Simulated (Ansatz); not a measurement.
Runs of Ansatz 0.2.0 on PtSe2 (Sudovikovite). Symmetry: P-3m1, No. 164, trigonal system. The conventional cell has a = 3.724 Å, b = 3.724 Å, c = 5.062 Å, α = 90.00°, β = 90.00°, γ = 120.00°. Around Pt (site symmetry -3m) lie 6 Se at 2.49 Å. Se (site symmetry 3m) is surrounded by 3 Pt at 2.49 Å. 

```tsv
level	U	hubbard projectors	double counting	gap on the mesh (eV)	pressure (GPa)	largest force (eV/Å)
LDA	-	-	-	none	(a)	(b)
LDA+U	Pt d U = 8 eV	ortho-atomic (the default)	fll (the default)	none	0.4	0.42
LDA+U	Pt d U = 3 eV	ortho-atomic (the default)	fll (the default)	none	-0.3	0.28
LDA+U	Pt d U = 1 eV	ortho-atomic (the default)	fll (the default)	none	-0.4	0.22
LDA+U	Pt d U = 6 eV	ortho-atomic (the default)	fll (the default)	none	(c)	0.36
```

Alike in all rows: task projected density of states; potentials or basis Ansatz PAW; no spin polarisation; cell as given; k mesh 8 × 8 × 5; cutoff (eV) 420; smearing fermi-dirac 0.05 eV.

Q: Estimate the missing entries.

A: (a) -0.5; (b) 0.20; (c) 0.1.

Caveats: the PAW data sets come from PBE, with cores solved anew for the run's functional, which leaves a small shift of forces and pressure; the density of states is complete only up to the lowest level of the last band computed; U without spin polarisation on a metal has little footing (some runs).

A k mesh can miss the band edges, and the runs leave out spin-orbit coupling on Pt, Se.

A gap of «none» marks a metal or a gap under the smearing width.
